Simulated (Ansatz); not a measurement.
An Ansatz input and the part of its output that reports the observables at the nuclei.

The cell is an entry of the Crystallography Open Database (COD), relaxed with PBE at fixed cell and then changed (z stretched by 3 %, ions relaxed).

```yaml
crystal:
  lattice:
    - [7.595, 0.0, 0.0]
    - [-3.7975, 6.5774629417, 0.0]
    - [0.0, 0.0, 2.989369]
  atoms:
    - { symbol: Si, position: [0.7673199111, 0.1735618873, 0.3256358183] }
    - { symbol: Si, position: [0.5937580238, 0.7673199111, 0.8256358183] }
    - { symbol: Si, position: [0.8264381127, 0.5937580238, 0.3256358183] }
    - { symbol: Si, position: [0.2326800889, 0.8264381127, 0.8256358183] }
    - { symbol: Si, position: [0.4062419762, 0.2326800889, 0.3256358183] }
    - { symbol: Si, position: [0.1735618873, 0.4062419762, 0.8256358183] }
    - { symbol: "N", position: [0.0293608826, 0.3297475828, 0.325653152] }
    - { symbol: "N", position: [0.6996132998, 0.0293608826, 0.825653152] }
    - { symbol: "N", position: [0.6702524172, 0.6996132998, 0.325653152] }
    - { symbol: "N", position: [0.9706391174, 0.6702524172, 0.825653152] }
    - { symbol: "N", position: [0.3003867002, 0.9706391174, 0.325653152] }
    - { symbol: "N", position: [0.3297475828, 0.3003867002, 0.825653152] }
    - { symbol: "N", position: [0.3333333333, 0.6666666667, -0.1744669108] }
    - { symbol: "N", position: [0.6666666667, 0.3333333333, 0.3255330892] }
kpoints:
  mp_grid: { grid: [4, 4, 10] }
scf:
  occupations: { method: fermi_dirac, width: 0.02 }
hamiltonian:
  xc: pbe
  pseudopotentials: { kind: paw }
output:
  forces: true
  stress: true
  populations: true
  efg:
    quadrupole_moments_barn: { "N": 0.02044 }
    contact_densities: true
relax:
  f_tol: 0.02
  max_steps: 60
```

```sh
ansatz run input.yaml --threads 4 --pin off --max-ram 8192MiB --backend cpu --events-out ev --progress --plain --runs-dir out
```

The run relaxes the ions first, and the block belongs to the relaxed positions.

Of the output, the block on the nuclei alone is shown; the set-up, the SCF iterations, energies, forces and stress are cut. One atom of each set with nearly equal values is shown.

```
--- PAW observables at the nuclei: V_zz in 10²¹ V/m², potentials from the cell's mean, atoms counted from 1 ---
  atom   1  Si V_zz =    +1.125007   η = 0.6483   by run symmetry: allowed
            electrostatic potential = -1359.375699 V   contact ρ = 12804.277845 e/Å³
  atom   7  N  V_zz =    -5.238769   η = 0.2515   by run symmetry: allowed   C_q = -2.5892 MHz
            electrostatic potential = -515.613226 V   contact ρ = 1411.835803 e/Å³
  atom  13  N  V_zz =    -4.962521   η = 0.0000   by run symmetry: allowed   C_q = -2.4527 MHz
            electrostatic potential = -516.092179 V   contact ρ = 1411.817658 e/Å³
```

The relaxation (4 steps) took 16 s of wall time (56 s of CPU time) and 0.57 GiB at its peak, on 4 threads of Arm Neoverse V1 (aarch64; 8 cores open to the job, memory cap 8.0 GiB, no GPU), a shared host with a load of 0.8 a core.
